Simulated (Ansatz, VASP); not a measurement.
**C in VASP and in Ansatz**

The input INCAR:

```
SYSTEM = C
  ALGO = Normal
  EDIFF = 1E-7
  ENCUT = 520
  GGA = PE
  ISIF = 2
  ISMEAR = -1
  LASPH = .TRUE.
  LCHARG = .FALSE.
  LREAL = .FALSE.
  LWAVE = .FALSE.
  NBANDS = 11
  NELM = 100
  PREC = Accurate
  SIGMA = 0.05
```

The input KPOINTS:

```
k-points
0
G
  13 13 13
  0 0 0
```

Contents of POSCAR:

```
C
1.0
    0.0000000000      1.8183469191      1.8183469191
    1.8183469191      0.0000000000      1.8183469191
    1.8183469191      1.8183469191      0.0000000000
C
2
Direct
    0.7500000000      0.7500000000      0.7500000000
    0.5000000000      0.5000000000      0.5000000000
```

File input.yaml:

```yaml
crystal:
  lattice:
    - [0.0, 1.8183469191, 1.8183469191]
    - [1.8183469191, 0.0, 1.8183469191]
    - [1.8183469191, 1.8183469191, 0.0]
  atoms:
    - { symbol: C, position: [0.75, 0.75, 0.75] }
    - { symbol: C, position: [0.5, 0.5, 0.5] }
hamiltonian:
  xc: pbe
  pseudopotentials: { kind: paw }
kpoints:
  mp_grid: { grid: [13, 13, 13] }
scf:
  occupations: { method: fermi_dirac, width: 0.05 }
output:
  forces: true
  stress: true
  eigenvalues: true
  write_density: true
  write_potential: true
  elf: true
  volumetric_format: npy
```

Change from the starting cell: volume scaled by 1.06.

Alike in both runs: task single point; functional PBE; k mesh 13 × 13 × 13; occupations fermi-dirac, width 0.05 eV; no spin polarisation.

```csv
,VASP,Ansatz
version,VASP 6.6.1,Ansatz 0.2.0
potentials or method,"VASP PAW PBE potentials, release 64 (C)",Ansatz PAW
plane-wave cutoff (eV),520,420
valence electrons in the cell,8,8
```

|  | VASP | Ansatz | Ansatz less VASP |
| --- | --- | --- | --- |
| gap on the k mesh at the Fermi level (eV) | 4.02 | 4.03 | +0.011 |
| least direct gap on the mesh (eV) | 5.43 | 5.44 | +0.008 |
| pressure (GPa) | -20.7 | -21.2 | -0.46 |

Caveats: an odd mesh through Γ misses points on the zone boundary, where band edges often lie (VASP); odd divisions of the mesh miss points on the zone boundary, where band edges often lie, so the gap on the mesh can be too wide (Ansatz); the pressure holds a Pulay correction of +1.0 GPa for the finite cutoff (Ansatz).
